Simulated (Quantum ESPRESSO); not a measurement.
## MnS (Rambergite): which magnetic order is lowest

Aim: find out which collinear order of MnS (Rambergite) costs least.

Main program and level: Quantum ESPRESSO 7.5; PBE; plane waves with GBRV 1.5 PBE potentials, no spin-orbit coupling.

The database entry behind the starting cell differs from later determinations by our own check (about 0.3 % short against later determinations), so it need not match the best structure at ambient conditions.

**1. Starting point**

It takes space group P6_3mc (No. 186, hexagonal). The conventional cell has a = 3.976 Å, b = 3.976 Å, c = 6.432 Å, α = 90.00°, β = 90.00°, γ = 120.00°. Nearest to Mn lie 4 S at 2.41 to 2.48 Å. Nearest to S lie 4 Mn at 2.41 to 2.48 Å. Farther neighbours and most contacts between anions are not listed.

The cell comes from the Crystallography Open Database.

**2. Start 1: ferro ++**

The signs are those of the starting moments on the seeded atoms, the atoms that are given a moment.

Contents of pw.in:

```
&CONTROL
  calculation = 'scf'
  prefix = 'pwscf'
  outdir = './tmp'
  pseudo_dir = './pseudo'
  disk_io = 'nowf'
  tprnfor = .true.
  tstress = .true.
/
&SYSTEM
  ibrav = 0
  nat = 4
  ntyp = 2
  ecutwfc = 40
  ecutrho = 280
  nbnd = 34
  occupations = 'smearing'
  smearing = 'fd'
  degauss = 0.00367493
  nspin = 2
  starting_magnetization(1) = 0.3
  starting_magnetization(2) = 0
/
&ELECTRONS
  conv_thr = 8d-09
  electron_maxstep = 150
  mixing_beta = 0.3
/
ATOMIC_SPECIES
Mn     54.9380 mn_pbe_v1.5.uspp.F.UPF
S      32.0600 s_pbe_v1.4.uspp.F.UPF
CELL_PARAMETERS angstrom
   3.9760000000    0.0000000000    0.0000000000
  -1.9880000000    3.4433170054    0.0000000000
   0.0000000000    0.0000000000    6.4320000000
ATOMIC_POSITIONS crystal
Mn      0.3333333333    0.6666666667    0.0000000000
Mn      0.6666666667    0.3333333333    0.5000000000
S       0.3333333333    0.6666666667    0.3850000000
S       0.6666666667    0.3333333333    0.8850000000
K_POINTS automatic
6 6 6 0 0 0
```

Started as:

```bash
OMP_NUM_THREADS=1 mpirun -n 2 pw.x -nk 2 -in pw.in > pw.out
```

Log:

```text
Program PWSCF v.7.5 starts

     Message from routine setup:
     using ibrav=0 with symmetry is DISCOURAGED, use correct ibrav instead

     K-points division:     npool     =       2
     Subspace diagonalization in iterative solution of the eigenvalue problem:

     G-vector sticks info
     --------------------
     sticks:   dense  smooth     PW     G-vecs:    dense   smooth      PW
     Sum        1075     625    187                46931    20269    3393

     Using Slab Decomposition

     bravais-lattice index     =            0
     lattice parameter (alat)  =       7.5136  a.u.
     unit-cell volume          =     594.2457 (a.u.)^3
     number of atoms/cell      =            4
     number of atomic types    =            2
     number of electrons       =        42.00
     number of Kohn-Sham states=           34
     kinetic-energy cutoff     =      40.0000  Ry
     charge density cutoff     =     280.0000  Ry
     scf convergence threshold =      8.0E-09
     mixing beta               =       0.3000
     number of iterations used =            8  plain     mixing
     Exchange-correlation=  SLA  PW   PBX  PBC
                           (   1   4   3   4   0   0   0)

     celldm(1)=   7.513551  celldm(2)=   0.000000  celldm(3)=   0.000000
     celldm(4)=   0.000000  celldm(5)=   0.000000  celldm(6)=   0.000000

     crystal axes: (cart. coord. in units of alat)
               a(1) = (   1.000000   0.000000   0.000000 )
               a(2) = (  -0.500000   0.866025   0.000000 )
               a(3) = (   0.000000   0.000000   1.617706 )

     reciprocal axes: (cart. coord. in units 2 pi/alat)
               b(1) = (  1.000000  0.577350 -0.000000 )
               b(2) = (  0.000000  1.154701  0.000000 )
               b(3) = (  0.000000 -0.000000  0.618159 )

     PseudoPot. # 1 for Mn read from file:
     mn_pbe_v1.5.uspp.F.UPF
     Pseudo is Ultrasoft + core correction, Zval = 15.0
     Generated by new atomic code, or converted to UPF format
     Using radial grid of  859 points,  6 beta functions with:
                l(1) =   0
                l(2) =   0
                l(3) =   1
                l(4) =   1
                l(5) =   2
                l(6) =   2
     Q(r) pseudized with  8 coefficients,  rinner =    0.950   0.950   0.950
                                                       0.950   0.950

     PseudoPot. # 2 for S  read from file:
     s_pbe_v1.4.uspp.F.UPF
     Pseudo is Ultrasoft + core correction, Zval =  6.0
     Generated by new atomic code, or converted to UPF format
     Using radial grid of  907 points,  6 beta functions with:
                l(1) =   0
                l(2) =   0
                l(3) =   1
                l(4) =   1
                l(5) =   2
                l(6) =   2
     Q(r) pseudized with  8 coefficients,  rinner =    1.300   1.300   1.300
                                                       1.300   1.300

     atomic species   valence    mass     pseudopotential
     Mn               15.00    54.93800     Mn( 1.00)
     S                 6.00    32.06000     S ( 1.00)

     Starting magnetic structure
     atomic species   magnetization
     Mn              0.300
     S               0.000

     12 Sym. Ops. (no inversion) found ( 6 have fractional translation)

   Cartesian axes

     site n.     atom                  positions (alat units)
         1        Mn     tau(   1) = (  -0.0000000   0.5773503   0.0000000  )
         2        Mn     tau(   2) = (   0.5000000   0.2886751   0.8088531  )
         3        S      tau(   3) = (  -0.0000000   0.5773503   0.6228169  )
         4        S      tau(   4) = (   0.5000000   0.2886751   1.4316700  )

     number of k points=    28  Fermi-Dirac smearing, width (Ry)=  0.0037
                       cart. coord. in units 2pi/alat
        k(    1) = (   0.0000000   0.0000000   0.0000000), wk =   0.0046296
        k(    2) = (   0.0000000   0.0000000   0.1030265), wk =   0.0092593
        k(    3) = (   0.0000000   0.0000000   0.2060531), wk =   0.0092593
        k(    4) = (   0.0000000   0.0000000  -0.3090796), wk =   0.0046296
        k(    5) = (   0.0000000   0.1924501   0.0000000), wk =   0.0277778
        [... 23 further k-points ...]

     Dense  grid:    46931 G-vectors     FFT dimensions: (  45,  45,  72)

     Smooth grid:    20269 G-vectors     FFT dimensions: (  32,  32,  50)

     Check: negative core charge=   -0.000033
     Generating pointlists ...
     new r_m :   0.2502 (alat units)  1.8800 (a.u.) for type    1
     new r_m :   0.2502 (alat units)  1.8800 (a.u.) for type    2

     Initial potential from superposition of free atoms

     starting charge      40.9998, renormalised to      42.0000
     Starting wfcs are   34 randomized atomic wfcs

     Self-consistent Calculation

     iteration #  1     ecut=    40.00 Ry     beta= 0.30
     Davidson diagonalization with overlap
     ethr =  1.00E-02,  avg # of iterations =  4.4

     total energy              =    -470.44678445 Ry
     estimated scf accuracy    <       1.29125056 Ry

     total magnetization       =     9.51 Bohr mag/cell
     absolute magnetization    =     9.51 Bohr mag/cell

     iteration #  2     ecut=    40.00 Ry     beta= 0.30
     Davidson diagonalization with overlap
     ethr =  3.07E-03,  avg # of iterations =  2.1

     total energy              =    -470.74256393 Ry
     estimated scf accuracy    <       0.05289885 Ry

     total magnetization       =     9.75 Bohr mag/cell
     absolute magnetization    =     9.75 Bohr mag/cell

     iteration #  3     ecut=    40.00 Ry     beta= 0.30
     Davidson diagonalization with overlap
     ethr =  1.26E-04,  avg # of iterations =  4.1

     negative rho (up, down):  0.000E+00 6.799E-04

     total energy              =    -470.75902673 Ry
     estimated scf accuracy    <       0.01970293 Ry

     total magnetization       =     9.85 Bohr mag/cell
     absolute magnetization    =     9.85 Bohr mag/cell

     [... further iterations left out ...]

     iteration #  8     ecut=    40.00 Ry     beta= 0.30
     Davidson diagonalization with overlap
     ethr =  3.21E-08,  avg # of iterations =  2.0

     negative rho (up, down):  0.000E+00 8.755E-04

     total energy              =    -470.76159121 Ry
     estimated scf accuracy    <       0.00000093 Ry

     total magnetization       =     9.93 Bohr mag/cell
     absolute magnetization    =     9.93 Bohr mag/cell

     iteration #  9     ecut=    40.00 Ry     beta= 0.30
     Davidson diagonalization with overlap
     ethr =  2.23E-09,  avg # of iterations =  2.5

     negative rho (up, down):  0.000E+00 8.745E-04

     total energy              =    -470.76159166 Ry
     estimated scf accuracy    <       0.00000010 Ry

     total magnetization       =     9.93 Bohr mag/cell
     absolute magnetization    =     9.93 Bohr mag/cell

     iteration # 10     ecut=    40.00 Ry     beta= 0.30
     Davidson diagonalization with overlap
     ethr =  2.26E-10,  avg # of iterations =  2.6

     negative rho (up, down):  0.000E+00 8.744E-04

     total energy              =    -470.76159173 Ry
     estimated scf accuracy    <          8.4E-09 Ry

     total magnetization       =     9.93 Bohr mag/cell
     absolute magnetization    =     9.93 Bohr mag/cell

     iteration # 11     ecut=    40.00 Ry     beta= 0.30
     Davidson diagonalization with overlap
     ethr =  1.99E-11,  avg # of iterations =  3.1

     negative rho (up, down):  0.000E+00 8.741E-04

     Magnetic moment per site  (integrated on atomic sphere of radius R)
     atom   1 (R=0.250)  charge= 12.9163  magn=  4.1788
     atom   2 (R=0.250)  charge= 12.9163  magn=  4.1788
     atom   3 (R=0.250)  charge=  4.1831  magn=  0.1320
     atom   4 (R=0.250)  charge=  4.1831  magn=  0.1320

     End of self-consistent calculation

     [... lines left out ...]
     the Fermi energy is     7.5129 ev

!    total energy              =    -470.76159179 Ry
     estimated scf accuracy    <          5.9E-09 Ry
     smearing contrib. (-TS)   =      -0.00052351 Ry
     internal energy E=F+TS    =    -470.76106827 Ry

     The total energy is F=E-TS. E is the sum of the following terms:
     one-electron contribution =    -317.00795094 Ry
     hartree contribution      =     169.50148469 Ry
     xc contribution           =     -70.38044443 Ry
     ewald contribution        =    -252.87415758 Ry

     total magnetization       =     9.93 Bohr mag/cell
     absolute magnetization    =     9.93 Bohr mag/cell

     convergence has been achieved in  11 iterations

     negative rho (up, down):  0.000E+00 8.741E-04

     Forces acting on atoms (cartesian axes, Ry/au):

     atom    1 type  1   force =     0.00000000   -0.00000000    0.00725936
     atom    2 type  1   force =     0.00000000    0.00000000    0.00725936
     atom    3 type  2   force =     0.00000000    0.00000000   -0.00725936
     atom    4 type  2   force =     0.00000000    0.00000000   -0.00725936

     Total force =     0.014519     Total SCF correction =     0.000014

     Computing stress (Cartesian axis) and pressure

     negative rho (up, down):  0.000E+00 8.741E-04
          total   stress  (Ry/bohr**3)                   (kbar)     P=       12.06
   0.00012340  -0.00000000   0.00000000           18.15       -0.00        0.00
   0.00000000   0.00012340   0.00000000            0.00       18.15        0.00
   0.00000000   0.00000000  -0.00000088            0.00        0.00       -0.13

=------------------------------------------------------------------------------=
   JOB DONE.
=------------------------------------------------------------------------------=
```

It took 83 s on 2 MPI ranks of Arm Neoverse N1, shared host; peak memory 0.36 GiB; 2.8 min of CPU time.

Spin moment in the atom's sphere by atom:

```csv
atom,spin moment in the atom's sphere (μB)
Mn1,4.18
Mn2,4.18
S3,0.13
S4,0.13
```

Numbers from this step:

* smearing term TS: 0.007123 eV
* pressure: 1.206 GPa
* magnetization: 9.932 μB
* absolute magnetization: 9.932 μB
* final state: ferromagnetic

Spin density in the ac plane at fractional y = 0.333, with atoms of Mn and S within 0.2 Å of it.

Ten even steps from '0' (0.0 e/Å³) to '9' (6.6 e/Å³), each cell a mean:
```
00000000000000
00000000000000
00000000000000
00000000000000
00000000000000
00000000000000
00000000000000
00000000000000
00000000111000
00000001464100
00000002797200
00000001585100
00000000222000
00000000000000
00000000000000
00000000000000
00000000000000
00000000000000
00000000000000
00000000000000
00000000000000
00000000000000
```
Columns run along a (4.0 Å), rows up along c (6.4 Å). Atoms in or near the plane, at fractional coordinates: Mn at (0.67, 0.50), S at (0.67, 0.88).

Valence density in the ac plane at fractional y = 0.333, with atoms of Mn and S within 0.2 Å of it. It is the smooth field of the valence electrons, not physical close to the nuclei.

Ten steps, logarithmic in the rise over the least value, from '_' (0 e/Å³) to '@' (17 e/Å³), each cell a mean:
```
..........::--====--====--::
....__....::--==------==--::
..______..::--==--==--==--::
..______..::--==----====--::
__________..::--======--::..
____________..::------::..__
____________....::::::....__
____________....::--::....__
____________..--++**++--..__
__________..::**%%@@%%**::..
............--##@@@@@@##--..
............--**@@@@@@**--..
..::::......::==##%%##==::..
....::........::--==--::....
............__..........__..
..........__________________
____________________________
____________________________
____________________________
________________......______
____..____......::::::......
............::----------::..
```
Columns run along a (4.0 Å), rows up along c (6.4 Å). Atoms in or near the plane, at fractional coordinates: Mn at (0.67, 0.50), S at (0.67, 0.88).

(Continued in part 2 of 3.)

[Logs and program files are shortened in this print: banners, set-up blocks, solver, clock and traceback lines can be left out without a mark of their own.]

[Logs are printed without paths, hosts, clocks, repeated set-up lines and the standing remarks that a program may print on its own settings, such as how far it seeks lower states.]

[Hosts, paths, dates, database ids (printed as entryN), source tags and the programs' standing remarks are cut or masked in the printed files.]

[Where a cell is said to come from a database of computed structures, the database is the Materials Project.]
